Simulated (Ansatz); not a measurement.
# Nb (simple cubic): energy against volume

The calculation used Ansatz, DFT, RPBE, plane waves (420 eV) with PAW, scalar-relativistic. (PAW data from PBE, frozen cores regenerated.)

The cell is scaled uniformly from the relaxed one, with fractional coordinates and shape fixed. Energies are extrapolated to zero smearing, pressures are those at the given smearing. Magnetic state: spin not included.

A Birch-Murnaghan fit gives V₀ = 20.41 Å³/atom, B₀ = 127 GPa, B₀′ = 4.1.

What are the energy above the minimum and the pressure at 18.874 Å³/atom?

52.3 meV/atom and 11.78 GPa as computed.

What are the energy above the minimum and the pressure at 21.336 Å³/atom?

15.3 meV/atom and -4.81 GPa as computed.

What are the energy above the minimum and the pressure at 22.977 Å³/atom?

104.1 meV/atom and -11.40 GPa as computed.
